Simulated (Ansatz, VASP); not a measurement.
One calculation of KI, two programs

Contents of INCAR:

```
ALGO = Normal
EDIFF = 1E-6
ENCUT = 520
GGA = PE
ISIF = 2
ISMEAR = 0
LASPH = True
LCHARG = False
LREAL = False
LWAVE = False
NBANDS = 15
NELM = 100
PREC = Accurate
SIGMA = 0.02
```

KPOINTS

```
k-points
0
Gamma
  6 6 6
```

The input POSCAR:

```
KI
1.0
    0.0000000000      3.5149335400      3.5149335400
    3.5149335400      0.0000000000      3.5149335400
    3.5149335400      3.5149335400      0.0000000000
K I
1 1
Direct
    0.0000000000      0.0000000000      0.0000000000
    0.5000000000      0.5000000000      0.5000000000
```

Input for Ansatz:

```yaml
crystal:
  lattice:
    - [0.0, 3.51493354, 3.51493354]
    - [3.51493354, 0.0, 3.51493354]
    - [3.51493354, 3.51493354, 0.0]
  atoms:
    - { symbol: K, position: [0.0, 0.0, 0.0] }
    - { symbol: I, position: [0.5, 0.5, 0.5] }
basis:
  ecutwfc: 420
kpoints:
  mp_grid: { grid: [6, 6, 6] }
hamiltonian:
  xc: pbe
scf:
  occupations: { method: gaussian, width: 0.02 }
output:
  forces: true
  stress: true
  eigenvalues: true
```

Alike in both runs: task single point; functional PBE; k mesh 6 × 6 × 6; occupations gaussian, width 0.02 eV; no spin polarisation.

```csv
,VASP,Ansatz
version,VASP 6.6.1,Ansatz 0.2.0
potentials or method,"VASP PAW PBE potentials, release 64 (K_sv, I)","scalar-relativistic, plane waves, PAW"
plane-wave cutoff (eV),520,420
valence electrons in the cell,16,26
```

```tsv
	VASP	Ansatz	Ansatz less VASP
gap on the k mesh at the Fermi level (eV)	4.00	4.00	+0.004
least direct gap on the mesh (eV)	4.00	4.00	+0.004
pressure (GPa)	0.8	0.8	-0.04
```

The two sets of potentials don't hold the same shells in valence.

Caveats: spin-orbit coupling is left out, which moves the levels of the heavy elements.
